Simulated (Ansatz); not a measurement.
The system is In.

```
In
1.0
    -1.62547    1.62547    2.47370
     1.62547   -1.62547    2.47370
     1.62547    1.62547   -2.47370
In
1
Direct
  0.00000 0.00000 0.00000
```

| Property | Result |
| --- | --- |
| Program | Ansatz 0.2.0 |
| Task | phonons |
| Functional | PBEsol |
| Potentials or basis | Ansatz PAW |
| Cutoff | 420 eV (not typed: the program's choice for these potentials) |
| k mesh | 10 × 10 × 10 |
| Occupations | fermi-dirac, width 0.05 eV |
| Spin | no spin polarisation |
| q mesh | 2 × 2 × 2 |
| Path | [["G", "X", "Y", "S", "G", "Z", "S1", "N", "P", "Y1", "Z"], ["X", "P"]] |
| Points for each segment of the path | 8 |

Question: Is this structure dynamically stable at this level, and how far does the spectrum reach?

Answer: Yes, as far as this q mesh shows: no mode on the path is imaginary. The highest frequency is 113 cm⁻¹.

A q mesh this small can miss soft modes between its points.

Caveat: the q mesh is small, so phonon branches between its points and thermal values are rough.
